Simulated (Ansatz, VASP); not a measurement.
# Rb in VASP and in Ansatz

```
Rb
1.0
    -2.80640    2.80640    2.80640
     2.80640   -2.80640    2.80640
     2.80640    2.80640   -2.80640
Rb
1
Cartesian
  0.0000 0.0000 0.0000
```

The cell was built by a generator and needn't be a form met in nature.

Alike in both runs: task single point; functional r2SCAN; k mesh 9 × 9 × 9; no spin polarisation.

|  | VASP | Ansatz |
| --- | --- | --- |
| version | VASP 6.6.1 | Ansatz 0.2.0 |
| potentials or method | VASP PAW PBE potentials, release 64 (Rb_sv) | PAW plane waves |
| plane-wave cutoff (eV) | 520 | 500 |
| occupations | fermi-dirac, width 0.1 eV | fermi-dirac |
| valence electrons in the cell | 9 | 9 |

|  | VASP | Ansatz | Ansatz less VASP |
| --- | --- | --- | --- |
| pressure (GPa) | 0.2 | 0.2 | -0.01 |

Caveats: the PAW data sets were made with another functional, which shifts forces and pressure a little (VASP).
